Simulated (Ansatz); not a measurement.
# Si2W (I4/mmm) in Ansatz: reference runs

Aim: a first look at Si2W with PBEsol, on the cell as given and on a disturbed one.

Everything below comes from runs of Ansatz 0.2.0. Logs are shortened: lines on timing, memory, paths and dates and some standing lists are left out, and cuts for length are marked.

## Step 1: The crystal as given

Symmetry: I4/mmm, No. 139, tetragonal system. Conventional cell: a = 3.214 Å, b = 3.214 Å, c = 7.830 Å, α = 90.00°, β = 90.00°, γ = 90.00°. Around W (site symmetry 4/mmm) lie 10 Si at 2.62 Å. Si (site symmetry 4mm) has 5 Si at 2.59 to 2.63 Å and 5 W at 2.62 Å as nearest neighbours.

## Step 2: Single point, PBEsol

File input.yaml:

```yaml
crystal:
  lattice:
    - [-1.6069, 1.6069, 3.91495]
    - [1.6069, -1.6069, 3.91495]
    - [1.6069, 1.6069, -3.91495]
  atoms:
    - { symbol: W, position: [0.0, 0.0, 0.0] }
    - { symbol: Si, position: [0.6653, 0.6653, 0.0] }
    - { symbol: Si, position: [0.3347, 0.3347, 0.0] }
kpoints:
  mp_grid: { grid: [12, 12, 12] }
scf:
  occupations: { method: fermi_dirac, width: 0.05 }
hamiltonian:
  xc: pbesol
  pseudopotentials: { kind: all_electron, lapw: { basis_error: 0.001 } }
output:
  forces: true
  stress: true
  eigenvalues: true
  populations: true
```

Potentials or basis: all-electron LAPW, scalar-relativistic.

On the command line:

```
$ ansatz run input.yaml --threads 2 --pin off --max-ram 8192MiB --backend cpu --events-out ev --progress --plain --runs-dir out
```

What it wrote:

```text
Warning: RAYON_NUM_THREADS=2 ignored (pool sized by the plan → 2); use --threads N
W: projections on atomic orbitals take those of the free atom 1s2 2s2 2p6 3s2 3p6 3d10 4s2 4p6 4d10 4f14 5s2 5p6 5d4 6s2, of charge +0.00 (hamiltonian.pseudopotentials.projection_atoms)
Si: projections on atomic orbitals take those of the free atom 1s2 2s2 2p6 3s2 3p2, of charge +0.00 (hamiltonian.pseudopotentials.projection_atoms)
LAPW: plane waves up to 7.916 Å⁻¹, error target 1.0e-3 eV per atom; small_component_spin mean_spin; Si in spheres of 1.144 Å, 12 of its electrons in bands, Dirac shells []; W in spheres of 1.471 Å, 38 of its electrons in bands, Dirac shells [] (how accurate: hamiltonian.pseudopotentials.lapw.basis_error, Limitations)
Engine: ansatz 0.2.0, x86_64-unknown-linux-gnu
Pseudopotentials: kind: all_electron
Pseudopotential: W, LAPW, valence charge 38, lapw/all_electron/scalar/gaussian/W, Koelling and Harmon's equation, gaussian nucleus
Pseudopotential: Si, LAPW, valence charge 12, lapw/all_electron/scalar/gaussian/Si, Koelling and Harmon's equation, gaussian nucleus
Functional definition: PBEsol
  exchange = pbesol_x
  correlation = pbesol_c
Crystal: 3 atoms, lattice volume = 40.436 Å³
Basis set: ecut = 238.72966759982938 eV, 329 PW (Γ), FFT grids on a1+a3, a2+a3, a3, exchange–correlation at level 2
Bands: 38, of which v1, the nominal top of the filled ones, is band 31 counted from 1 (30 counted from 0)
Symmetry: 16 space group operations
Space group: I4/mmm (ITA 139), of the structure as read, at distance tolerance 3.4e-5 Å
k-points: 163 of 1728
Non-local potential: W, projectors of the file, none
Non-local potential: Si, projectors of the file, none
Initial density: superposition of atomic densities (chi_scale 0.1, normalization cell, long waves kept (reshape's long-wave potential 0.00 eV rms))
Initial wavefunctions: plane waves of lowest kinetic energy (no species holds an atomic orbital)
Functional: x = pbesol(κ = 0.804, μ = 0.12345679012345678), c = pbesol(β = 0.046)
iter 1 solved again at ethr=3.20e-4 eV; its pass at ethr=1.00e-1 eV (dr2=1.98e-1 eV) is discarded
SCF iter   1: F=—  HF=-454831.457689 eV  |F-HF|=—  |Δ(HF+E_count)|=         —  Δρ=2.64e-2  dr2=1.98e-1  ethr=3.20e-4  ⟨swp⟩=2.7  Hψ=40444  notcnv=0
preconditioner: auto → Kerker (q_TF=auto, 2.930 Å⁻¹)  [metal: Δε(μ)=0.072 eV  Ē_g=20.822 eV  σ=0.050 eV  W_gap=0.32  n_scr=14 (ndim 8)  ℏωp=30.9 eV  f_vac=0.000  D(μ)=0.21/eV (n_scr^D=0)]
SCF iter   2: F=—  HF=-454831.335881 eV  |F-HF|=—  |Δ(HF+E_count)|=   1.22e-1  Δρ=2.02e-2  dr2=2.48e-1  ethr=3.20e-4  ⟨swp⟩=2.0  Hψ=18533  notcnv=0
SCF iter   3: F=—  HF=-454831.274662 eV  |F-HF|=—  |Δ(HF+E_count)|=   6.12e-2  Δρ=1.05e-2  dr2=4.62e-2  ethr=3.20e-4  ⟨swp⟩=2.0  Hψ=18321  notcnv=0
SCF iter   4: F=—  HF=-454831.254894 eV  |F-HF|=—  |Δ(HF+E_count)|=   1.98e-2  Δρ=4.20e-3  dr2=1.13e-2  ethr=7.44e-5  ⟨swp⟩=2.0  Hψ=17452  notcnv=0
iter 5 solved again at ethr=1.14e-6 eV; its pass at ethr=1.82e-5 eV (dr2=7.08e-4 eV) is discarded
SCF iter   5: F=—  HF=-454831.254657 eV  |F-HF|=—  |Δ(HF+E_count)|=         —  Δρ=9.41e-4  dr2=7.07e-4  ethr=1.14e-6  ⟨swp⟩=2.0  Hψ=30072  notcnv=0
the basis was enlarged: its passes take 481.4 KiB over the memory plan, 2 of 2 planned eigensolver slots
SCF iter   6: F=—  HF=-454831.252732 eV  |F-HF|=—  |Δ(HF+E_count)|=   1.93e-3  Δρ=4.06e-4  dr2=6.98e-5  ethr=1.14e-6  ⟨swp⟩=2.0  Hψ=17456  notcnv=0
SCF iter   7: F=—  HF=-454831.252718 eV  |F-HF|=—  |Δ(HF+E_count)|=   1.40e-5  Δρ=1.96e-4  dr2=2.45e-5  ethr=1.13e-7  ⟨swp⟩=2.0  Hψ=17449  notcnv=0
SCF iter   8: F=—  HF=-454831.252714 eV  |F-HF|=—  |Δ(HF+E_count)|=   3.82e-6  Δρ=4.02e-5  dr2=8.20e-7  ethr=3.94e-8  ⟨swp⟩=2.0  Hψ=17449  notcnv=0
SCF iter   9: F=-454831.252714 eV  HF=-454831.252714 eV  |F-HF|=2.54e-8  |Δ(HF+E_count)|=   7.28e-8  Δρ=1.26e-5  dr2=6.44e-8  ethr=1.32e-9  ⟨swp⟩=2.0  Hψ=17453  notcnv=0
SCF 1 converged in 9 iterations: F = -454831.252714 eV  dr2 = 6.44e-8
SCF converged after 9 iterations
Free energy (F): -454831.252714 eV
Harris-Foulkes:  -454831.252714 eV  (|F-HF|=2.54e-8)
Internal energy: -454831.250774 eV  (E = F + TS)
E sigma→0 (E₀):  -454831.251744 eV
Entropy (-TS):   -0.001940 eV (-0.647 meV/atom)
Fermi energy:    20.435439 eV
--- Per-component energies (eV) ---
  E_band       = -3522.585785
  E_kinetic    = 507491.234793
  E_xc         = -9815.467778
  E_electrostatic = -952507.017789  (all electrons and nuclei)
  E_smearing   = -0.001940  (= −TS)
  E_closure    = 0.000000  (closes the sum)
  E_atoms      = -454806.133930  (free atoms, spherical and without spin; not in F)
  Σ components = -454831.252714   (vs F -454831.252714, Δ=0.00e0)
  Basis errors (estimates in eV, not in F): energy 3.3e-4 per atom: plane waves 2.8e-4 (1.5e-4 summed), levels above the bands 3.1e-70, relativity 2.2e-8, radial functions 4.7e-5, core shells 2.9e-7; eigenvalues (radial functions only) 1.7e-6; not estimated: angular momenta, meshes, grids; target (lapw.basis_error) 1.0e-3; muffin-tin radii Si 1.144 Å, W 1.471 Å
--- Forces (eV/Å), atoms counted from 1 ---
  atom   1  W     -0.00000000     0.00000000     0.00000000
  atom   2  Si     0.00000000    -0.00000000     0.01943593
  atom   3  Si     0.00000000    -0.00000000    -0.01943593
  max |Σ_I F_I| component: 1.73e-18 eV/Å
--- Stress (GPa, compression-positive) ---
       -2.183471       0.000000       0.000000
        0.000000      -2.183471       0.000000
        0.000000       0.000000      -1.622917
  P = ⅓ Tr σ = -1.9966 GPa (-19.966 kbar)
--- Band table (eV; the first three rows and the last of 163) ---
  k-point 0: bands = ["-212.2737", "-212.2366", "-212.2337", "-212.2134", "-212.2134", "-113.7076", "-113.7057", "-69.9958", "-69.9958", "-69.9914", "-69.9914", "-69.9861", "-69.9786", "-53.3421", "-17.6431", "-17.6160", "-17.6160", "-7.6316", "-7.6316", "-7.5967", "-7.5929", "-7.5792", "-7.5792", "-7.5695", "6.3588", "13.5651", "16.7069", "17.0673", "17.5818", "17.5818", "21.0260", "23.1872", "23.3429", "23.5105", "23.5105", "25.0274", "26.1226", "26.1226"]
  k-point 1: bands = ["-212.2737", "-212.2366", "-212.2337", "-212.2134", "-212.2134", "-113.7076", "-113.7058", "-69.9959", "-69.9956", "-69.9919", "-69.9914", "-69.9859", "-69.9786", "-53.3410", "-17.6403", "-17.6304", "-17.6286", "-7.6318", "-7.6317", "-7.5963", "-7.5926", "-7.5794", "-7.5794", "-7.5696", "6.5839", "13.7686", "16.0751", "17.0347", "17.1200", "18.2402", "19.9941", "22.9070", "23.6721", "23.6983", "23.9609", "24.9949", "26.3554", "26.7354"]
  k-point 2: bands = ["-212.2737", "-212.2366", "-212.2337", "-212.2134", "-212.2134", "-113.7074", "-113.7059", "-69.9961", "-69.9948", "-69.9932", "-69.9914", "-69.9854", "-69.9788", "-53.3382", "-17.6683", "-17.6630", "-17.6328", "-7.6323", "-7.6321", "-7.5952", "-7.5918", "-7.5799", "-7.5797", "-7.5702", "7.2363", "14.2816", "15.3755", "15.9508", "17.2944", "18.2416", "18.7311", "22.9004", "24.0187", "24.0869", "24.5818", "24.6515", "27.6693", "27.6697"]
  k-point 162: bands = ["-212.2737", "-212.2366", "-212.2337", "-212.2134", "-212.2134", "-113.7071", "-113.7062", "-69.9962", "-69.9962", "-69.9911", "-69.9911", "-69.9832", "-69.9815", "-53.3419", "-17.6605", "-17.6173", "-17.6173", "-7.6316", "-7.6316", "-7.5966", "-7.5926", "-7.5795", "-7.5795", "-7.5696", "8.6393", "9.3985", "16.5499", "17.8341", "19.6021", "19.6021", "19.9136", "19.9136", "21.2027", "24.9409", "25.2957", "26.5498", "28.3002", "29.0831"]
--- Löwdin populations: 3 sites ---
  site symbol       q [e]
     0      W     73.9340
     1     Si     13.9203
     2     Si     13.9203
  spilling = 0.002210 (of n_electrons = 102.000000)
```

It took 35 s on 2 threads of AMD EPYC 7R43 (Zen 3), shared host; peak memory 0.75 GiB.

Results:

```yaml
Free_energy: -454831.2527 eV
Pressure: -2.0 GPa
Largest_force: 0.019 eV/Å
Band_gap_on_the_k_mesh: none (metal or under the smearing width)
```

Forces on the atoms (eV/Å):
```
W    0.000  0.000  0.000
Si   0.000  0.000  0.019
Si   0.000  0.000 -0.019
```

Levels at points of the mesh, in eV from the Fermi level:
| k point | band 29 | band 30 | band 31 | band 32 | band 33 | band 34 |
| --- | --- | --- | --- | --- | --- | --- |
| (0.00, 0.00, 0.00) | -2.85 | -2.85 | 0.59 | 2.75 | 2.91 | 3.08 |
| (0.00, 0.00, -0.50) | -5.02 | -3.27 | -1.76 | 2.81 | 2.93 | 3.09 |
| (0.00, -0.50, 0.00) | -2.81 | -2.79 | -0.46 | 2.66 | 2.79 | 3.94 |
| (-0.50, -0.50, -0.50) | -0.83 | -0.83 | -0.52 | -0.52 | 0.77 | 4.51 |

## Step 3: Equation of state, PBEsol

Potentials or basis: all-electron LAPW, scalar-relativistic.

This step only gathers the single runs of the series.

What came out:

```
Equilibrium volume                        : 13.36 Å³/atom
Bulk modulus at fixed shape and positions : 234 GPa
Pressure derivative of the bulk modulus   : 4.4
```

Energy against volume, from the lowest point:
```tsv
volume (Å³/atom)	energy (meV/atom)
12.670	28.08
12.939	9.61
13.209	0.57
13.479	0.00
13.748	7.03
14.018	20.87
14.287	40.84
```

Caveat: the cell was scaled at fixed shape and fractional positions, which overstates the stiffness of a crystal with free parameters, most of all of layers and chains. Spin-orbit coupling is left out, which matters for the levels of W.

## Step 4: Single point, PBEsol (atoms moved at random, drawn with an rms of 0.05 Å)

Changes to input.yaml since step 2:

```diff
@@ -6,5 +6,5 @@
   atoms:
-    - { symbol: W, position: [0.0, 0.0, 0.0] }
-    - { symbol: Si, position: [0.6653, 0.6653, 0.0] }
-    - { symbol: Si, position: [0.3347, 0.3347, 0.0] }
+    - { symbol: W, position: [0.012167, -0.001945, 0.011785] }
+    - { symbol: Si, position: [0.681647, 0.653256, 0.008292] }
+    - { symbol: Si, position: [0.334656, 0.314531, -0.026448] }
 kpoints:
```

Potentials or basis: all-electron LAPW, scalar-relativistic.

On the command line:

```
$ ansatz run input.yaml --threads 2 --pin off --max-ram 8192MiB --backend cpu --events-out ev --progress --plain --runs-dir out
```

What it wrote:

```text
Warning: RAYON_NUM_THREADS=2 ignored (pool sized by the plan → 2); use --threads N
W: projections on atomic orbitals take those of the free atom 1s2 2s2 2p6 3s2 3p6 3d10 4s2 4p6 4d10 4f14 5s2 5p6 5d4 6s2, of charge +0.00 (hamiltonian.pseudopotentials.projection_atoms)
Si: projections on atomic orbitals take those of the free atom 1s2 2s2 2p6 3s2 3p2, of charge +0.00 (hamiltonian.pseudopotentials.projection_atoms)
LAPW: plane waves up to 8.299 Å⁻¹, error target 1.0e-3 eV per atom; small_component_spin mean_spin; Si in spheres of 1.109 Å, 12 of its electrons in bands, Dirac shells []; W in spheres of 1.416 Å, 38 of its electrons in bands, Dirac shells [] (how accurate: hamiltonian.pseudopotentials.lapw.basis_error, Limitations)
Engine: ansatz 0.2.0, x86_64-unknown-linux-gnu
Pseudopotentials: kind: all_electron
Pseudopotential: W, LAPW, valence charge 38, lapw/all_electron/scalar/gaussian/W, Koelling and Harmon's equation, gaussian nucleus
Pseudopotential: Si, LAPW, valence charge 12, lapw/all_electron/scalar/gaussian/Si, Koelling and Harmon's equation, gaussian nucleus
Functional definition: PBEsol
  exchange = pbesol_x
  correlation = pbesol_c
Crystal: 3 atoms, lattice volume = 40.436 Å³
Basis set: ecut = 262.40513739931066 eV, 383 PW (Γ), FFT grids on a1+a3, a2+a3, a3, exchange–correlation at level 2
Bands: 38, of which v1, the nominal top of the filled ones, is band 31 counted from 1 (30 counted from 0)
Symmetry: 1 space group operations
Space group: P1 (ITA 1), of the structure as read, at distance tolerance 3.4e-5 Å
k-points: 868 of 1728 (time reversal used)
Non-local potential: W, projectors of the file, none
Non-local potential: Si, projectors of the file, none
Initial density: superposition of atomic densities (chi_scale 0.1, normalization cell, long waves kept (reshape's long-wave potential 0.00 eV rms))
Initial wavefunctions: plane waves of lowest kinetic energy (no species holds an atomic orbital)
Functional: x = pbesol(κ = 0.804, μ = 0.12345679012345678), c = pbesol(β = 0.046)
iter 1 solved again at ethr=4.09e-4 eV; its pass at ethr=1.00e-1 eV (dr2=2.54e-1 eV) is discarded
SCF iter   1: F=—  HF=-454831.421785 eV  |F-HF|=—  |Δ(HF+E_count)|=         —  Δρ=2.92e-2  dr2=2.54e-1  ethr=4.09e-4  ⟨swp⟩=2.6  Hψ=213403  notcnv=0
preconditioner: auto → Kerker (q_TF=auto, 2.930 Å⁻¹)  [metal: Δε(μ)=0.028 eV  Ē_g=20.831 eV  σ=0.050 eV  W_gap=0.14  n_scr=14 (ndim 8)  ℏωp=30.9 eV  f_vac=0.000  D(μ)=0.31/eV (n_scr^D=0)]
SCF iter   2: F=—  HF=-454831.292170 eV  |F-HF|=—  |Δ(HF+E_count)|=   1.30e-1  Δρ=2.10e-2  dr2=2.55e-1  ethr=4.09e-4  ⟨swp⟩=2.0  Hψ=98085  notcnv=0
SCF iter   3: F=—  HF=-454831.231883 eV  |F-HF|=—  |Δ(HF+E_count)|=   6.03e-2  Δρ=1.16e-2  dr2=5.71e-2  ethr=4.09e-4  ⟨swp⟩=2.0  Hψ=97938  notcnv=0
SCF iter   4: F=—  HF=-454831.210167 eV  |F-HF|=—  |Δ(HF+E_count)|=   2.17e-2  Δρ=3.91e-3  dr2=9.03e-3  ethr=9.21e-5  ⟨swp⟩=2.0  Hψ=94670  notcnv=0
iter 5 solved again at ethr=8.56e-7 eV; its pass at ethr=1.46e-5 eV (dr2=5.31e-4 eV) is discarded
SCF iter   5: F=—  HF=-454831.210307 eV  |F-HF|=—  |Δ(HF+E_count)|=         —  Δρ=9.00e-4  dr2=5.30e-4  ethr=8.56e-7  ⟨swp⟩=2.0  Hψ=159014  notcnv=0
the basis was enlarged: its passes take 480.0 KiB over the memory plan, 2 of 2 planned eigensolver slots
SCF iter   6: F=—  HF=-454831.208311 eV  |F-HF|=—  |Δ(HF+E_count)|=   2.00e-3  Δρ=3.77e-4  dr2=5.38e-5  ethr=8.55e-7  ⟨swp⟩=2.1  Hψ=92174  notcnv=0
SCF iter   7: F=—  HF=-454831.208296 eV  |F-HF|=—  |Δ(HF+E_count)|=   1.54e-5  Δρ=1.54e-4  dr2=1.26e-5  ethr=8.68e-8  ⟨swp⟩=2.0  Hψ=92085  notcnv=0
SCF iter   8: F=—  HF=-454831.208293 eV  |F-HF|=—  |Δ(HF+E_count)|=   2.64e-6  Δρ=2.78e-5  dr2=4.30e-7  ethr=2.03e-8  ⟨swp⟩=2.8  Hψ=93063  notcnv=0
SCF iter   9: F=-454831.208293 eV  HF=-454831.208293 eV  |F-HF|=7.57e-9  |Δ(HF+E_count)|=   1.50e-7  Δρ=7.49e-6  dr2=1.99e-8  ethr=6.94e-10  ⟨swp⟩=2.7  Hψ=92847  notcnv=0
SCF 1 converged in 9 iterations: F = -454831.208293 eV  dr2 = 1.99e-8
SCF converged after 9 iterations
Free energy (F): -454831.208293 eV
Harris-Foulkes:  -454831.208293 eV  (|F-HF|=7.57e-9)
Internal energy: -454831.205957 eV  (E = F + TS)
E sigma→0 (E₀):  -454831.207125 eV
Entropy (-TS):   -0.002337 eV (-0.779 meV/atom)
Fermi energy:    20.403417 eV
--- Per-component energies (eV) ---
  E_band       = -3522.565099
  E_kinetic    = 507491.904682
  E_xc         = -9815.578306
  E_electrostatic = -952507.532333  (all electrons and nuclei)
  E_smearing   = -0.002337  (= −TS)
  E_closure    = 0.000000  (closes the sum)
  E_atoms      = -454806.133930  (free atoms, spherical and without spin; not in F)
  Σ components = -454831.208293   (vs F -454831.208293, Δ=0.00e0)
  Basis errors (estimates in eV, not in F): energy 3.4e-4 per atom: plane waves 3.0e-4 (1.6e-4 summed), levels above the bands 1.6e-71, relativity 2.2e-8, radial functions 4.1e-5, core shells 9.0e-7; eigenvalues (radial functions only) 9.2e-7; not estimated: angular momenta, meshes, grids; target (lapw.basis_error) 1.0e-3; muffin-tin radii Si 1.109 Å, W 1.416 Å
--- Forces (eV/Å), atoms counted from 1 ---
  atom   1  W     -0.56012485    -0.20834469     0.20478601
  atom   2  Si     0.02724242    -0.29277750     0.33737445
  atom   3  Si     0.53288223     0.50112217    -0.54216082
  max |Σ_I F_I| component: 3.65e-7 eV/Å
--- Stress (GPa, compression-positive) ---
       -1.282773       0.489565      -0.406287
        0.489565      -1.236868      -0.577334
       -0.406287      -0.577334      -0.595479
  P = ⅓ Tr σ = -1.0384 GPa (-10.384 kbar)
--- Band table (eV; the first three rows and the last of 868) ---
  k-point 0: bands = ["-212.2694", "-212.2316", "-212.2269", "-212.2055", "-212.2048", "-113.7144", "-113.6969", "-70.0022", "-70.0011", "-69.9917", "-69.9847", "-69.9818", "-69.9704", "-53.3392", "-17.6474", "-17.6243", "-17.6094", "-7.6289", "-7.6288", "-7.5909", "-7.5857", "-7.5724", "-7.5712", "-7.5617", "6.3700", "13.4953", "16.6972", "16.9848", "17.6291", "17.6429", "20.9488", "23.1387", "23.2742", "23.4709", "23.5548", "25.0269", "26.2108", "26.2292"]
  k-point 1: bands = ["-212.2694", "-212.2316", "-212.2269", "-212.2055", "-212.2048", "-113.7144", "-113.6969", "-70.0022", "-70.0011", "-69.9917", "-69.9847", "-69.9819", "-69.9704", "-53.3382", "-17.6540", "-17.6371", "-17.6144", "-7.6291", "-7.6289", "-7.5905", "-7.5854", "-7.5726", "-7.5713", "-7.5619", "6.5965", "13.6969", "16.0750", "17.0298", "17.1018", "18.2951", "19.8978", "22.9261", "23.4927", "23.6570", "24.0289", "25.0193", "26.4614", "26.8390"]
  k-point 2: bands = ["-212.2694", "-212.2316", "-212.2269", "-212.2055", "-212.2048", "-113.7144", "-113.6969", "-70.0023", "-70.0012", "-69.9916", "-69.9849", "-69.9819", "-69.9704", "-53.3354", "-17.6842", "-17.6718", "-17.6149", "-7.6296", "-7.6292", "-7.5894", "-7.5846", "-7.5730", "-7.5715", "-7.5625", "7.2517", "14.2014", "15.3839", "16.0143", "17.2035", "18.1379", "18.8144", "22.8745", "23.8661", "24.0555", "24.6427", "24.7016", "27.7073", "27.7947"]
  k-point 867: bands = ["-212.2694", "-212.2316", "-212.2269", "-212.2055", "-212.2048", "-113.7143", "-113.6969", "-70.0023", "-70.0012", "-69.9899", "-69.9860", "-69.9818", "-69.9708", "-53.3390", "-17.6594", "-17.6256", "-17.6159", "-7.6289", "-7.6288", "-7.5907", "-7.5854", "-7.5727", "-7.5714", "-7.5619", "8.7335", "9.2586", "16.4803", "17.9249", "19.6505", "19.6776", "19.8823", "19.9037", "21.1488", "24.9931", "25.2036", "26.6435", "28.0568", "28.9573"]
--- Löwdin populations: 3 sites ---
  site symbol       q [e]
     0      W     73.9404
     1     Si     13.9174
     2     Si     13.9172
  spilling = 0.002207 (of n_electrons = 102.000000)
```

populations.tsv:

```text
# site	symbol	l	j	q
# orbitals = lowdin
# n_electrons = 102.000000
# spilling = 0.002207
# projection_atom_W: 1s2 2s2 2p6 3s2 3p6 3d10 4s2 4p6 4d10 4f14 5s2 5p6 5d4 6s2
# projection_atom_Si: 1s2 2s2 2p6 3s2 3p2
0	W	0_1S	-	1.999999
0	W	0_2S	-	1.999970
0	W	0_3S	-	1.999630
0	W	0_4S	-	1.996206
0	W	0_5S	-	1.943967
0	W	0_6S	-	0.529841
0	W	1_2P	-	6.000000
0	W	1_3P	-	5.999997
0	W	1_4P	-	5.999889
0	W	1_5P	-	5.986674
0	W	2_3D	-	9.999999
0	W	2_4D	-	9.999936
0	W	2_5D	-	5.485180
0	W	3_4F	-	13.999112
1	Si	0_1S	-	1.999845
1	Si	0_2S	-	1.987947
1	Si	0_3S	-	1.181180
1	Si	1_2P	-	5.996714
1	Si	1_3P	-	2.751695
2	Si	0_1S	-	1.999843
2	Si	0_2S	-	1.987797
2	Si	0_3S	-	1.179157
2	Si	1_2P	-	5.996681
2	Si	1_3P	-	2.753673
```

Wall time 4.9 min (2 threads of AMD EPYC 7R43 (Zen 3), shared host); peak memory 2.4 GiB.

What came out:

* Free energy: -454831.2083 eV
* Pressure: -1.0 GPa
* Largest force: 0.911 eV/Å
* Band gap on the k mesh: none (metal or under the smearing width)

Forces in eV/Å, atoms in the order of the input:
```
W   -0.560 -0.208  0.205
Si   0.027 -0.293  0.337
Si   0.533  0.501 -0.542
```

Levels at points of the mesh, in eV from the Fermi level:
```tsv
k point	band 29	band 30	band 31	band 32	band 33	band 34
(0.00, 0.00, 0.00)	-2.77	-2.76	0.55	2.74	2.87	3.07
(0.00, 0.00, -0.50)	-4.93	-3.26	-1.84	2.92	2.94	3.08
(0.00, -0.50, 0.00)	-2.92	-2.70	-0.42	2.66	3.08	3.88
(0.00, -0.50, -0.50)	-2.83	-2.73	-0.43	2.63	2.71	3.80
(-0.50, 0.00, 0.00)	-2.92	-2.70	-0.41	2.66	3.17	3.91
(-0.50, 0.00, -0.50)	-2.87	-2.71	-0.43	2.66	2.79	3.81
(-0.50, -0.50, 0.00)	-4.91	-3.27	-1.85	2.93	2.94	3.10
(-0.50, -0.50, -0.50)	-0.75	-0.73	-0.52	-0.50	0.75	4.59
```

The run has no spin-orbit coupling, so splittings on W are missing.

## Step 5: Summary

```tsv
task	cell	cutoff (eV)	gap on the mesh (eV)	pressure (GPa)	largest force (eV/Å)
single point	as given	239	none	-2.0	0.02
equation of state	as given	-	-	-	-
single point	atoms moved at random, drawn with an rms of 0.05 Å	262	none	-1.0	0.91
```

Alike in all rows: level PBEsol; potentials or basis all-electron LAPW, scalar-relativistic; no spin polarisation; k mesh 12 × 12 × 12; smearing fermi-dirac 0.05 eV; basis error allowed 0.001 eV/atom.

Caveats: the cell was scaled at fixed shape and fractional positions, which overstates the stiffness of a crystal with free parameters, most of all of layers and chains (some runs).

Compare energies only between runs with the same functional and basis.
